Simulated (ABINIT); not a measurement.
A run of ABINIT 10.8.3 (patched build):

run.abi

```
# Pseudopotentials
pp_dirpath "./"
pseudos "Cr.GGA_PBE-JTH.xml"

# Structure
acell 4.8587547043 4.8587547043 4.8587547043
rprim
    -0.5773502692     0.5773502692     0.5773502692
     0.5773502692    -0.5773502692     0.5773502692
     0.5773502692     0.5773502692    -0.5773502692
ntypat 1
znucl 24
natom 1
typat 1
xred
     0.0000000000     0.0000000000     0.0000000000

# Plane-wave basis
ecut 23.0
pawecutdg 45.0

# k points
kptopt 1
ngkpt 5 5 5
nshiftk 1
shiftk 0.0 0.0 0.0

# Exchange and correlation
ixc -116133

# Bands and occupations
nband 12
occopt 3
tsmear 0.00183747

# Spin
nsppol 2
spinat
     0.0000000000     0.0000000000     3.0000000000

# SCF cycle
nstep 100
tolvrs 1.0e-9

# Output
iomode 3
prtwf 0
prtden 0
prteig 0
prtebands 0
enunit 1
prtvol 2
```

Potentials or basis: JTH PAW PBE v2.0.

Launch:

```sh
$ abinit run.abi > log 2>&1
```

Hardware: 1 thread of Arm Neoverse V1 (shared host).

Problem. How long does it take, and how much memory?

Solution. Wall time 22 s on 1 thread of Arm Neoverse V1 (shared host), peak memory 0.11 GiB. Counts: scf iterations 23, mpi ranks 1, k points 10, bands 12, plane waves 474.
